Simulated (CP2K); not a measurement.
Runs of CP2K 2026.2 on Sn. Symmetry: I4_1/amd, No. 141, tetragonal system. Conventional cell: a = 5.880 Å, b = 5.880 Å, c = 3.199 Å, α = 90.00°, β = 90.00°, γ = 90.00°. Around Sn (site symmetry -4m2) lie 6 Sn at 3.05 to 3.20 Å. 

```csv
task,level,potentials or basis,cell,k mesh,smearing,EPS_DEFAULT,k points reduced by the point group,NGRIDS,basis sets,potentials,gap on the mesh (eV),pressure (GPa)
band structure,TB-mBJ,POTENTIAL_UZH Sn GTH-PBE-q4; TZVP-MOLOPT-PBE-GTH basis,as given,9 × 9 × 9,fermi-dirac 0.01 eV,1.0E-10,yes,4,Sn TZVP-MOLOPT-PBE-GTH-q4,Sn GTH-PBE-q4 of POTENTIAL_UZH,none,-
relaxation of cell and atoms,PBEsol,POTENTIAL_UZH Sn GTH-PBE-q4; TZVP-MOLOPT-PBE-GTH basis,relaxed,7 × 7 × 7,fermi-dirac 0.0259 eV,1.0E-10,-,5,Sn TZVP-MOLOPT-PBE-GTH-q4,Sn GTH-PBE-q4 of POTENTIAL_UZH,none,0.0
band structure,r2SCAN,POTENTIAL_UZH Sn GTH-SCAN-q4; TZVP-MOLOPT-SCAN-GTH basis,as given,9 × 9 × 9,fermi-dirac 0.05 eV,1.0E-9,yes,4,Sn TZVP-MOLOPT-SCAN-GTH-q4,Sn GTH-SCAN-q4 of POTENTIAL_UZH,none,-3.5
single point,PBE,POTENTIAL_UZH Sn GTH-PBE-q4; TZVP-MOLOPT-PBE-GTH basis,the cell as VASP's run set it,9 × 9 × 9,gaussian 0.1 eV,1.0E-10,yes,4,Sn TZVP-MOLOPT-PBE-GTH-q4,Sn GTH-PBE-q4 of POTENTIAL_UZH,none,(a)
```

Alike in all rows: no spin polarisation.

Estimate the missing entries.

(a) 2.4.

Caveats: the basis of atomic orbitals isn't converged, which shifts pressures, moduli and gaps; the potentials were made for another functional, which shifts forces and pressure (some runs); this is a model potential without an energy functional, so only levels have meaning (some runs); the printed path begins after the first move (some runs).

A k mesh can miss the band edges, and the runs leave out spin-orbit coupling on Sn.

A gap of «none» marks a metal or a gap under the smearing width.

Not every run made on this cell is shown here.
